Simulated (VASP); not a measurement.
## From an Ansatz input to VASP: CdTe (zincblende)

Ansatz input

```yaml
crystal:
  lattice:
    - [0.0, 3.2799551176, 3.2799551176]
    - [3.2799551176, 0.0, 3.2799551176]
    - [3.2799551176, 3.2799551176, 0.0]
  atoms:
    - { symbol: Cd, position: [0.0, 0.0, 0.0] }
    - { symbol: Te, position: [0.25, 0.25, 0.25] }
kpoints:
  mp_grid: { grid: [6, 6, 6] }
  band_path:
    path:
      - [[0.0, 0.0, 0.0], [0.5, 0.0, 0.5], [0.5, 0.25, 0.75], [0.375, 0.375, 0.75], [0.0, 0.0, 0.0], [0.5, 0.5, 0.5], [0.625, 0.25, 0.625], [0.5, 0.25, 0.75], [0.5, 0.5, 0.5], [0.375, 0.375, 0.75]]
      - [[0.625, 0.25, 0.625], [0.5, 0.0, 0.5]]
    npoints: 10
hamiltonian:
  xc: pbe
scf:
  occupations: { method: fermi_dirac, width: 0.02 }
  n_extra_bands: 4
output:
  forces: true
  stress: true
  eigenvalues: true
```

**Question.** Translate this input to VASP.

**Answer.** 

INCAR

```
PREC = Accurate
LASPH = .TRUE.
LCHARG = .TRUE.
ISMEAR = -1
LELF = .TRUE.
LWAVE = .FALSE.
ISIF = 2
GGA = PE
EDIFF = 1E-7
LREAL = .FALSE.
IBRION = -1
SIGMA = 0.02
NELM = 120
NBANDS = 16
ENCUT = 520
NSW = 0
```

KPOINTS

```
KPOINTS created by Atomic Simulation Environment
0
Gamma
6 6 6
0 0 0
```

KPOINTS_OPT

```
special points
6
Reciprocal
0.0000000000 0.0000000000 0.0000000000 1
0.5000000000 0.0000000000 0.5000000000 1
0.5000000000 0.2500000000 0.7500000000 1
0.3750000000 0.3750000000 0.7500000000 1
0.5000000000 0.5000000000 0.5000000000 1
0.6250000000 0.2500000000 0.6250000000 1
```

POSCAR

```
Cd Te
 1.0000000000000000
     0.0000000000000000    3.2799551176437878    3.2799551176437878
     3.2799551176437878    0.0000000000000000    3.2799551176437878
     3.2799551176437878    3.2799551176437878    0.0000000000000000
 Cd  Te
   1   1
Cartesian
  0.0000000000000000  0.0000000000000000  0.0000000000000000
  1.6399775588218934  1.6399775588218934  1.6399775588218934
```

VASP ran with the recommended PBE PAW datasets (18 valence electrons in the cell). Other inputs would serve too.

```tsv
	Ansatz	VASP
gap between bands v and c	0.66 eV	0.66 eV
least direct gap	0.66 eV	0.66 eV
pressure	1.0 GPa	1.1 GPa
```

Each program uses its own PAW datasets. VASP's cell holds 18 valence electrons and Ansatz's 36. Ansatz's stress includes a Pulay correction; VASP's doesn't. Ansatz solved a whole band path, VASP its corner points and band edges.
